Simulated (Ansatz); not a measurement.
# Si: squeezing one contact

The task here is to estimate one member of a computed series from the others.

Program: Ansatz 0.2.0. Level of theory: DFT PBE, with the methods named in each step. These are calculated values, not measurements.

## The structure to begin with

The structure is cubic, space group Fd-3m (No. 227). The conventional cell has a = 5.429 Å, b = 5.429 Å, c = 5.429 Å, α = 90.00°, β = 90.00°, γ = 90.00°. Si (site symmetry -43m) is surrounded by 4 Si at 2.35 Å.

Structure file:

```xyz
2
Lattice="0.0000 2.7144 2.7144 2.7144 0.0000 2.7144 2.7144 2.7144 0.0000" Properties=species:S:1:pos:R:3 pbc="T T T"
Si   -0.6786   -0.6786   -0.6786
Si    0.6786    0.6786    0.6786
```

Atoms are numbered in the order of the input: Si1, Si2.

Set-up of the first run:

input.yaml reads:

```yaml
crystal:
  lattice:
    - [0.0, 2.7144176166, 2.7144176166]
    - [2.7144176166, 0.0, 2.7144176166]
    - [2.7144176166, 2.7144176166, 0.0]
  atoms:
    - { symbol: Si, position: [-0.125, -0.125, -0.125] }
    - { symbol: Si, position: [0.125, 0.125, 0.125] }
kpoints:
  mp_grid: { grid: [10, 10, 10] }
scf:
  occupations: { method: fermi_dirac, width: 0.05 }
hamiltonian:
  xc: pbe
  pseudopotentials: { kind: all_electron, lapw: { basis_error: 0.001 } }
output:
  forces: true
  stress: true
  eigenvalues: true
  populations: true
```

On the command line:

```console
> ansatz run input.yaml --threads 1 --pin off --max-ram 2048MiB --backend cpu --events-out ev --progress --plain --runs-dir out
```

Among the steps run: The bond as given, LAPW; Shortest bond scaled by 1, crystal datasets; Shortest bond scaled by 0.94, LAPW; Shortest bond scaled by 0.88, LAPW; Shortest bond scaled by 0.82, LAPW; Shortest bond scaled by 0.58, LAPW; Shortest bond scaled by 0.58, crystal datasets.

One of the session's tables, all rows but one given; the rest of the session is left out.

```
              method  length (Å)  force along the bond (eV/Å)  pressure (GPa)  largest force (eV/Å)
                LAPW       1.363                       63.772          110.33                63.772
                LAPW       1.928                       10.054           13.23                10.054
                LAPW       2.069                        5.539            6.13                 5.539
                LAPW       2.210                        2.346            2.94                 2.346
                LAPW       2.351                        0.000            2.09                 0.000
                 PAW       1.363                       64.153          110.84                64.153
                 PAW       1.928                       10.054           13.28                10.054
                 PAW       2.069                            ?               ?                     ?
                 PAW       2.210                        2.347            2.98                 2.347
                 PAW       2.351                        0.000            2.12                 0.000
PAW (level accurate)       1.363                       61.707          106.65                61.707
    crystal datasets       1.363                       63.773          110.33                63.773
    crystal datasets       2.351                        0.000            2.08                 0.000
```

Q: Estimate the row for PAW, 2.069 from the others.

The run gave: force along the bond (eV/Å): 5.540; pressure (GPa): 6.17; largest force (eV/Å): 5.540. In the column «force along the bond (eV/Å)» it lies between LAPW, 2.069 (5.539) and LAPW, 1.928 (10.054).

Caveats from the session: Warnings in the runs' records: crystal datasets made, second datasets.
